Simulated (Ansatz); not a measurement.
`CNB(F)F` + acetic acid → `CC(=O)OB(F)F` + CH₃NH₂ at 500 K and 1 bar (ligand exchange at a B–N bond).

Computed with Ansatz on PBE0-D4/def2-TZVP structures; ΔE is electronic, products minus reactants. CCSD(T)/CBS is the MP2 limit (def2-TZVPP, def2-QZVPP) plus CCSD(T) − MP2 in def2-TZVPP, frozen cores. One conformer a species, not always the lowest.

```json
{"species": "`CNB(F)F`", "CCSD(T)/CBS energy (Eh)": "-319.70892", "H − E (kJ/mol)": "209.3", "S (J/(mol·K))": "363.2"}
{"species": "`CC(=O)O`", "CCSD(T)/CBS energy (Eh)": "-228.87529", "H − E (kJ/mol)": "193.9", "S (J/(mol·K))": "329.7"}
{"species": "`CC(=O)OB(F)F`", "CCSD(T)/CBS energy (Eh)": "-452.81860", "H − E (kJ/mol)": "209.6", "S (J/(mol·K))": "425.1"}
{"species": "CH₃NH₂", "CCSD(T)/CBS energy (Eh)": "-95.75281", "H − E (kJ/mol)": "191.8", "S (J/(mol·K))": "270.3"}
```

H − E and S are ideal-gas, rigid-rotor, harmonic terms from PBE0-D4/def2-TZVP, for one conformer and one mirror image of each species. 1 Eh = 2625.50 kJ/mol, R = 8.31446 J/(mol·K).

**Question.** By hand: ΔE, ΔH, ΔS and ΔG.

**Answer.** ΔE = (-452.81860) + (-95.75281) − (-319.70892) − (-228.87529) = 0.01280 Eh = 33.6 kJ/mol. Δ(H − E) = 209.6 + 191.8 − 209.3 − 193.9 = -1.8, so ΔH = 31.8 kJ/mol. ΔS = 425.1 + 270.3 − 363.2 − 329.7 = 2.5 J/(mol·K). ΔG = 31.8 − 500 × (2.5)/1000 = 30.6 kJ/mol.

**Question.** By hand: the equilibrium constant, and the temperature at which ΔG would vanish if ΔH and ΔS stayed fixed.

**Answer.** log₁₀ K = −ΔG/(RT ln 10) = -3.2. ΔG = 0 at ΔH/ΔS = 12720 K, far beyond where these terms or the molecules hold.

The number of gas molecules stays the same, so ΔS is small and ΔH decides. A doubt of 5 kJ/mol in ΔE shifts log₁₀ K by 0.5 here. Other conformers and mirror images would add mixing entropy, several J/(mol·K) or more a flexible species. Modes under 60 cm⁻¹, often nearly free rotors, make the harmonic entropy too high. These are equilibria of isolated gas molecules and say nothing of rates. Largest T1 diagnostic: 0.015 (customary marks: 0.02 for closed shells, 0.045 for open ones).
